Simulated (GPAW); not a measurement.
ZrC:

```
CELL_PARAMETERS angstrom
0.00000 2.36500 2.36500
2.36500 0.00000 2.36500
2.36500 2.36500 0.00000
ATOMIC_POSITIONS crystal
Zr 0.50000 0.50000 0.50000
C 0.00000 0.00000 0.00000
```

Base run:

```yaml
Program: GPAW 26.7.0
Functional: revPBE
Potentials_or_basis: the program's PAW data sets (release 1.2.1) made for this functional
Cutoff: 800 eV
Basis: pw
k_mesh: 10 × 10 × 10
Occupations: fermi-dirac, width 0.05 eV
Spin: no spin polarisation
```

Its results: pressure -1.3 GPa.

The run is repeated on the same cell with these changes: functional from revPBE to LDA. What comes out?

Pressure -13.7 GPa.

LDA binds more tightly than revPBE, so the same cell stands under less pressure.
